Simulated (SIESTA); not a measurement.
**Se: equation of state with PBE**

Crystal: Se.

```
Se
1.0
     4.36620    0.00000    0.00000
    -2.18310    3.78124    0.00000
     0.00000    0.00000    4.95360
Se
3
Direct
  0.77460 0.77460 0.00000
  0.00000 0.22540 0.66667
  0.22540 0.00000 0.33333
```

```
Program             : SIESTA 5.4.2
Task                : equation of state
Functional          : PBE
Potentials or basis : PseudoDojo 0.4 standard (PBE files)
Basis               : DZP (energy shift 0.002 Ry)
Grid cutoff         : 500 Ry
Energy shift        : 0.002 Ry
k mesh              : 7 × 7 × 6
Occupations         : fermi-dirac, width 0.05 eV
Spin                : no spin polarisation
```

- Equilibrium volume: 31.21 Å³/atom (rough: see the caveat)
- Bulk modulus at fixed shape and positions: 55 GPa (rough)

Energy against volume, from the lowest point:
```
volume (Å³/atom)  energy (meV/atom)
          25.625             180.86
          26.170             138.03
          26.716             100.06
          27.261              67.85
          27.806              40.71
          28.351              18.22
          28.896               0.00
```

All runs of the series together: 2.4 min on 1 thread of Arm Neoverse V1, with other jobs on the host.

Caveat: the fit is doubtful: noisy points or a state that changes with volume; the minimum lies outside the volumes run; semicore shells carry a single zeta, which can move pressures by several GPa and volumes by a few percent; the cell was scaled at fixed shape and fractional positions, which overstates the stiffness of a crystal with free parameters, most of all of layers and chains; the basis of atomic orbitals isn't converged, which shifts pressures, moduli and gaps.
